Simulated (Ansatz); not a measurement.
### Question
CoPt (L1₀ or tetragonal B2, P4/mmm) is relaxed with PBE in the plane-wave PAW code Ansatz. What lattice parameters of the conventional cell result?

### Answer
a = 2.693 Å, c = 3.727 Å.

The PBE relaxation kept the symmetry of its start. Spin order of the final state: ferromagnetic, chosen from 5 collinear starts compared on coarse meshes (ties went to the first, and starts can fall back to one state), not a proven ground state. Textbook magnetic order: ferromagnetic. Axis ratios of metals converge slowly with the k-mesh, so a and c are less sure than the volume. Spin–orbit coupling is left out wherever it is not named.

Potentials: the later of the program's two PAW sets.
